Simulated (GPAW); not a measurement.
# TiPt3 (Pm-3m) in GPAW: reference runs

Reference runs on TiPt3: the cell as given and a disturbed copy.

Program: GPAW 26.7.0. These are calculated values, not measurements. Logs are shortened: lines on timing, memory, paths and dates and some standing lists are left out, and cuts for length are marked. The log counts tension as positive stress, the text compression.

## 1. Starting point

The structure is cubic, space group Pm-3m (No. 221). The conventional cell has a = 3.897 Å, b = 3.897 Å, c = 3.897 Å, α = 90.00°, β = 90.00°, γ = 90.00°. Pt (site symmetry 4/mmm) is surrounded by 8 Pt at 2.76 Å and 4 Ti at 2.76 Å. Ti (site symmetry m-3m) has 12 Pt at 2.76 Å as nearest neighbours.

## 2. Single point, PBEsol

Input file run.py:

```python
from ase import Atoms
from ase.dft.bandgap import bandgap
from ase.io import write
from ase.units import Bohr, GPa
from gpaw import GPAW, PW, setup_paths
from gpaw.elf import elf_from_dft_calculation

setup_paths.insert(0, '.')

atoms = Atoms(['Pt', 'Pt', 'Pt', 'Ti'],
              cell=[[3.897, 0.0, 0.0],
                    [0.0, 3.897, 0.0],
                    [0.0, 0.0, 3.897]],
              scaled_positions=[[0.5, 0.5, 0.0],
                                [0.5, 0.0, 0.5],
                                [0.0, 0.5, 0.5],
                                [0.0, 0.0, 0.0]],
              pbc=True)

calc = GPAW(mode=PW(600),
            xc='PBEsol',
            kpts={'size': (7, 7, 7), 'gamma': True},
            occupations={'name': 'fermi-dirac', 'width': 0.05},
            nbands=52,
            convergence={'density': 1e-05, 'energy': 1e-05},
            maxiter=150,
            txt='gpaw.txt')
atoms.calc = calc
energy = atoms.get_potential_energy()
forces = atoms.get_forces()
stress = atoms.get_stress()
calc.write('gs.gpw')
write('result.traj', atoms)
print(f'Energy: {energy:.6f} eV')
print('Forces (eV/A):')
print(forces.round(4))
print('Stress (GPa):', (stress / GPa).round(3))
print('Fermi level:', round(calc.get_fermi_level(), 4), 'eV')
print(f'Gap: {bandgap(calc)[0]:.4f} eV, direct: {bandgap(calc, direct=True)[0]:.4f} eV')

# fields on the real-space grid
write('density.cube', atoms, data=calc.get_pseudo_density() * Bohr**3)
write('potential.cube', atoms, data=calc.get_electrostatic_potential())
write('elf.cube', atoms, data=elf_from_dft_calculation(calc).data)
```

Potentials or basis: PAW data sets generated in the run's folder for this functional, pw.

The run is started by

```console
$ gpaw-setup -f PBEsol Pt Ti
$ OMP_NUM_THREADS=1 python run.py
```

gpaw.txt:

```text
__  _  _
 | _ |_)|_||  |
 |__||  | ||/\| - 26.7.0

Input parameters:
  mode=PW(ecut=600.0),
  convergence={'density': 1e-05, 'energy': 1e-05},
  kpts=MonkhorstPack(size=(7, 7, 7), gamma=True),
  maxiter=150,
  nbands=52,
  occupations=Occupations(name='fermi-dirac', width=0.05),
  xc=XC(name='PBEsol')

Diagonalizing LCAO Hamiltonian
Converting LCAO to pw mode
   .---------.
  /|         |
 * |         |
 |Pt         |
 | |         |
 | .--Pt-----.
 |/    Pt   /
 Ti--------*

Atoms  # Å, Bohr magnetons
|   | symbol |        x |        y |        z |    initial magnetic moments |
|---|--------|----------|----------|----------|-----------------------------|
| 0 |     Pt | 1.948500 | 1.948500 | 0.000000 | ( 0.0000,  0.0000,  0.0000) |
| 1 |     Pt | 1.948500 | 0.000000 | 1.948500 | ( 0.0000,  0.0000,  0.0000) |
| 2 |     Pt | 0.000000 | 1.948500 | 1.948500 | ( 0.0000,  0.0000,  0.0000) |
| 3 |     Ti | 0.000000 | 0.000000 | 0.000000 | ( 0.0000,  0.0000,  0.0000) |

Unit cell  # Å
| periodic |        x |        y |        z |  lengths |    angles |
|----------|----------|----------|----------|----------|-----------|
|      yes | 3.897000 | 0.000000 | 0.000000 | 3.897000 | 90.000000 |
|      yes | 0.000000 | 3.897000 | 0.000000 | 3.897000 | 90.000000 |
|      yes | 0.000000 | 0.000000 | 3.897000 | 3.897000 | 90.000000 |

Number of symmetries: 48
Symmetry operations  # r_c * U_cc + t_c -> r_c
|    | kind |            matrix            |
|----|------|------------------------------|
|  0 |  E   |  1, 0, 0,  0, 1, 0,  0, 0, 1 |
|  1 |  σ   |  1, 0, 0,  0, 1, 0,  0, 0,-1 |
|  2 |  σ   |  1, 0, 0,  0, 0, 1,  0, 1, 0 |
|  3 |  C4  |  1, 0, 0,  0, 0, 1,  0,-1, 0 |
|  4 |  C4  |  1, 0, 0,  0, 0,-1,  0, 1, 0 |
|  5 |  σ   |  1, 0, 0,  0, 0,-1,  0,-1, 0 |
|  6 |  σ   |  1, 0, 0,  0,-1, 0,  0, 0, 1 |
|  7 |  C2  |  1, 0, 0,  0,-1, 0,  0, 0,-1 |
|  8 |  σ   |  0, 1, 0,  1, 0, 0,  0, 0, 1 |
|  9 |  C2  |  0, 1, 0,  1, 0, 0,  0, 0,-1 |
| 10 |  C3  |  0, 1, 0,  0, 0, 1,  1, 0, 0 |
| 11 |  S6  |  0, 1, 0,  0, 0, 1, -1, 0, 0 |
| 12 |  S6  |  0, 1, 0,  0, 0,-1,  1, 0, 0 |
| 13 |  C3  |  0, 1, 0,  0, 0,-1, -1, 0, 0 |
| 14 |  C4  |  0, 1, 0, -1, 0, 0,  0, 0, 1 |
| 15 |  S4  |  0, 1, 0, -1, 0, 0,  0, 0,-1 |
| 16 |  C3  |  0, 0, 1,  1, 0, 0,  0, 1, 0 |
| 17 |  S6  |  0, 0, 1,  1, 0, 0,  0,-1, 0 |
| 18 |  σ   |  0, 0, 1,  0, 1, 0,  1, 0, 0 |
| 19 |  C4  |  0, 0, 1,  0, 1, 0, -1, 0, 0 |
| 20 |  C2  |  0, 0, 1,  0,-1, 0,  1, 0, 0 |
| 21 |  S4  |  0, 0, 1,  0,-1, 0, -1, 0, 0 |
| 22 |  S6  |  0, 0, 1, -1, 0, 0,  0, 1, 0 |
| 23 |  C3  |  0, 0, 1, -1, 0, 0,  0,-1, 0 |
| 24 |  S6  |  0, 0,-1,  1, 0, 0,  0, 1, 0 |
| 25 |  C3  |  0, 0,-1,  1, 0, 0,  0,-1, 0 |
| 26 |  C4  |  0, 0,-1,  0, 1, 0,  1, 0, 0 |
| 27 |  σ   |  0, 0,-1,  0, 1, 0, -1, 0, 0 |
| 28 |  S4  |  0, 0,-1,  0,-1, 0,  1, 0, 0 |
| 29 |  C2  |  0, 0,-1,  0,-1, 0, -1, 0, 0 |
| 30 |  C3  |  0, 0,-1, -1, 0, 0,  0, 1, 0 |
| 31 |  S6  |  0, 0,-1, -1, 0, 0,  0,-1, 0 |
| 32 |  C4  |  0,-1, 0,  1, 0, 0,  0, 0, 1 |
| 33 |  S4  |  0,-1, 0,  1, 0, 0,  0, 0,-1 |
| 34 |  S6  |  0,-1, 0,  0, 0, 1,  1, 0, 0 |
| 35 |  C3  |  0,-1, 0,  0, 0, 1, -1, 0, 0 |
| 36 |  C3  |  0,-1, 0,  0, 0,-1,  1, 0, 0 |
| 37 |  S6  |  0,-1, 0,  0, 0,-1, -1, 0, 0 |
| 38 |  σ   |  0,-1, 0, -1, 0, 0,  0, 0, 1 |
| 39 |  C2  |  0,-1, 0, -1, 0, 0,  0, 0,-1 |
| 40 |  σ   | -1, 0, 0,  0, 1, 0,  0, 0, 1 |
| 41 |  C2  | -1, 0, 0,  0, 1, 0,  0, 0,-1 |
| 42 |  C2  | -1, 0, 0,  0, 0, 1,  0, 1, 0 |
| 43 |  S4  | -1, 0, 0,  0, 0, 1,  0,-1, 0 |
| 44 |  S4  | -1, 0, 0,  0, 0,-1,  0, 1, 0 |
| 45 |  C2  | -1, 0, 0,  0, 0,-1,  0,-1, 0 |
| 46 |  C2  | -1, 0, 0,  0,-1, 0,  0, 0, 1 |
| 47 |  i   | -1, 0, 0,  0,-1, 0,  0, 0,-1 |

BZ-sampling:
  Number of BZ points: 343
  Number of IBZ points: 20

  Monkhorst-Pack size: [7, 7, 7]
  Monkhorst-Pack shift: [0, 0, 0]

K-points  # in reciprocal-cell coordinates
|     |                                coordinates |     weight |
|-----|--------------------------------------------|------------|
|   0 | (  0.00000000,   0.00000000,   0.00000000) | 0.00291545 |
|   1 | (  0.14285714,   0.00000000,   0.00000000) | 0.01749271 |
|   2 | (  0.14285714,   0.14285714,   0.00000000) | 0.03498542 |
|   3 | (  0.14285714,   0.14285714,   0.14285714) | 0.02332362 |
|   4 | (  0.28571429,   0.00000000,   0.00000000) | 0.01749271 |
|   5 | (  0.28571429,   0.14285714,   0.00000000) | 0.06997085 |
|   6 | (  0.28571429,   0.14285714,   0.14285714) | 0.06997085 |
|   7 | (  0.28571429,   0.28571429,   0.00000000) | 0.03498542 |
|   8 | (  0.28571429,   0.28571429,   0.14285714) | 0.06997085 |
|   9 | (  0.28571429,   0.28571429,   0.28571429) | 0.02332362 |
| ... |                                            |            |
|  19 | (  0.42857143,   0.42857143,   0.42857143) | 0.02332362 |

Plane wave coefficients: 1991
Cutoff: 600.0 eV

Spin-components: 1 (collinear spins)
Bands:           52
Projectors:      24
Spin-degeneracy: 2
Datatype:        complex128

Parallelization:
  kpt:    1
  domain: 1
  band:   1

Density:
  Valence electrons: 60.0
  Components: 1
  Grid points: [24 24 24]
  Charge: 0.0  # |e|

Potential:
  Grid points: [24 24 24]

species:
  Pt:
    name:    Platinum
    Z:       78.0
    valence: 16
    core:    62
    charge:  0.0  # [|e|]
    compensation charges:
      type: gauss
      rc: 0.41  # [Å]
      lmax: 2
    cutoffs:
      filter: 2.26  # [Å]
      core: 2.26  # [Å]
    projectors
    | kind |    occ | energy [eV] | rcut [Å] |
    |------|--------|-------------|----------|
    |   6s |  1.000 |      -5.666 |    1.307 |
    |   5p |  6.000 |     -56.073 |    1.371 |
    |   6p |  0.000 |      -0.783 |    1.371 |
    |   5d |  9.000 |      -6.179 |    1.307 |
    |    s |        |      21.545 |    1.307 |
    |    d |        |      21.032 |    1.307 |

    Using partial waves for Pt as LCAO basis

  Ti:
    name:    Titanium
    Z:       22.0
    valence: 12
    core:    10
    charge:  0.0  # [|e|]
    compensation charges:
      type: gauss
      rc: 0.38  # [Å]
      lmax: 2
    cutoffs:
      filter: 2.23  # [Å]
      core: 1.02  # [Å]
    projectors
    | kind |    occ | energy [eV] | rcut [Å] |
    |------|--------|-------------|----------|
    |   3s |  2.000 |     -62.441 |    1.270 |
    |   4s |  2.000 |      -4.477 |    1.270 |
    |   3p |  6.000 |     -38.776 |    1.058 |
    |   4p |  0.000 |      -1.449 |    1.058 |
    |   3d |  2.000 |      -4.275 |    1.058 |
    |    d |        |      22.937 |    1.058 |

    Using partial waves for Ti as LCAO basis

Reference energy: -1523904.520651  # eV

eigensolver:
  PPCG
  Converge bands: occupied
  niter=2

density mixing:
  MSR1-Mixer
  Pratt-step length: 0.05
  Maximum mixing coefficient: 0.75
  Old densities: 10
  SVD Regularization: 0.005
  Good broyden scale: 1.0
  Trust region scale: 1.0
  Backstep threshold: 4.0
  History deletion threshold: 6.0
  Fourier metric: weight=20.0, sigma=0.015

occupation numbers:
  Fermi-Dirac:
    width: 0.0500  # eV

poisson solver:
  ecut: 4800.0  # eV

xc functional:
  name: PBEsol with 2 nearest neighbor stencil

convergence criteria:
[... 6 lines left out ...]
|iter     | |      energy | eigst |  dens |
|---------|-|-------------|-------|-------|
|iter:   1| |  -35.560115 | +0.40 |       |
|iter:   2| |  -34.472541 | -1.71 | -1.01 |
|iter:   3| |  -33.377488 | -2.26 | -1.16 |
|iter:   4| |  -32.580671 | -1.99 | -1.33 |
|iter:   5| |  -32.545598 | -3.19 | -1.92 |
|iter:   6| |  -32.533335 | -2.88 | -2.27 |
|iter:   7| |  -32.534825 | -3.64 | -2.93 |
|iter:   8| |  -32.535097 | -4.72 | -3.44 |
|iter:   9| |  -32.535102c| -5.19 | -3.83 |
|iter:  10| |  -32.535091c| -7.09 | -4.35 |
|iter:  11| |  -32.535089c| -7.87c| -4.99 |
|iter:  12| |  -32.535088c| -8.60c| -5.79c|

Converged in 12 steps
Energy contributions relative to reference atoms: (reference = -1523904.520651)

Energy contributions:
  Kinetic:         -15.869553
  Coulomb:           8.114789
  Zero:             -1.524724
  External:          0.000000
  Xc:              -23.249319
  Entropy:          -0.012563
  Spinorbit:         0.000000
  ----------------------------
  Free energy:     -32.541370
  Extrapolated:    -32.535088

dipole moment: (-25.917927, -25.917927, -25.917927)  # |e|*Ang

Fermi level: 12.443
Eigenvalues  # (at kpt = [0.000, 0.000, 0.000])
| band index |      eig [eV] | occ [0-2] |
|------------|---------------|-----------|
|          0 |       -45.473 |     2.000 |
|        ... |               |           |
|         18 |         5.694 |     2.000 |
|         19 |         5.694 |     2.000 |
|         20 |         8.799 |     2.000 |
|         21 |         8.799 |     2.000 |
|         22 |         8.799 |     2.000 |
|         23 |        10.732 |     2.000 |
[... 8 lines left out ...]
|         32 |        14.007 |     0.000 |
|         33 |        14.007 |     0.000 |
|        ... |               |           |
|         51 |        32.325 |     0.000 |

No gap
No difference between direct/indirect transitions

Forces  # eV/Ang
|        x |        y |       z |
|----------|----------|---------|
|  0.00000 |  0.00000 | 0.00000 |  # Pt   0
| -0.00000 |  0.00000 | 0.00000 |  # Pt   1
|  0.00000 | -0.00000 | 0.00000 |  # Pt   2
|  0.00000 |  0.00000 | 0.00000 |  # Ti   3

Stress tensor  # eV/Ang^3
|         x |         y |         z |
|-----------|-----------|-----------|
| -0.002417 |  0.000000 |  0.000000 |
|  0.000000 | -0.002417 |  0.000000 |
|  0.000000 |  0.000000 | -0.002417 |

# Writing to gs.gpw (mode='')
```

It took 67 s on 1 thread of Intel Xeon Platinum 8259CL at 2.50GHz (Skylake/Cascade Lake), shared host; peak memory 0.21 GiB.

Results:

```
Free energy            : -32.5414 eV
Pressure               : 0.4 GPa
Band gap on the k mesh : none (metal or under the smearing width)
```

The run has no spin-orbit coupling, so splittings on Pt are missing.

## 3. Single point, PBEsol (atoms moved at random, drawn with an rms of 0.05 Å)

Input file run.py:

```python
from ase import Atoms
from ase.dft.bandgap import bandgap
from ase.io import write
from ase.units import GPa
from gpaw import GPAW, PW, setup_paths

setup_paths.insert(0, '.')

atoms = Atoms(['Pt', 'Pt', 'Pt', 'Ti'],
              cell=[[3.897, 0.0, 0.0],
                    [0.0, 3.897, 0.0],
                    [0.0, 0.0, 3.897]],
              scaled_positions=[[0.493293, 0.495564, 0.010669],
                                [0.503813, -0.007705, 0.486739],
                                [0.008514, 0.50969, 0.509004],
                                [-0.01301, 0.005316, 0.00448]],
              pbc=True)

calc = GPAW(mode=PW(600),
            xc='PBEsol',
            kpts={'size': (7, 7, 7), 'gamma': True},
            occupations={'name': 'fermi-dirac', 'width': 0.05},
            nbands=52,
            convergence={'density': 1e-05, 'energy': 1e-05},
            maxiter=150,
            txt='gpaw.txt')
atoms.calc = calc
energy = atoms.get_potential_energy()
forces = atoms.get_forces()
stress = atoms.get_stress()
calc.write('gs.gpw')
write('result.traj', atoms)
print(f'Energy: {energy:.6f} eV')
print('Forces (eV/A):')
print(forces.round(4))
print('Stress (GPa):', (stress / GPa).round(3))
print('Fermi level:', round(calc.get_fermi_level(), 4), 'eV')
print(f'Gap: {bandgap(calc)[0]:.4f} eV, direct: {bandgap(calc, direct=True)[0]:.4f} eV')
```

Potentials or basis: PAW data sets generated in the run's folder for this functional, pw.

The run is started by

```console
$ gpaw-setup -f PBEsol Pt Ti
$ OMP_NUM_THREADS=1 python run.py
```

It took 8.3 min on 1 thread of Intel Xeon Platinum 8259CL at 2.50GHz (Skylake/Cascade Lake), shared host; peak memory 0.51 GiB.

Results (log left out):

- Free energy: -32.4668 eV
- Pressure: 1.3 GPa
- Largest force: 0.988 eV/Å
- Band gap on the k mesh: none (metal or under the smearing width)

Forces on the atoms (eV/Å):
```
Pt   0.351 -0.035 -0.722
Pt   0.010  0.611  0.776
Pt  -0.617 -0.489  0.031
Ti   0.256 -0.087 -0.085
```

Stress tensor (GPa, compression positive):
```
 1.11  0.06 -0.20
 0.06  1.48  0.06
-0.20  0.06  1.38
```

Levels at points of the mesh, in eV from the Fermi level:
```
           k point  band 27  band 28  band 29  band 30  band 31  band 32  band 33  band 34
(0.00, 0.00, 0.00)    -0.04    -0.02    -0.01     1.16     1.33     1.62     1.66     1.84
```

Spin-orbit coupling is left out, which matters for the levels of Pt.
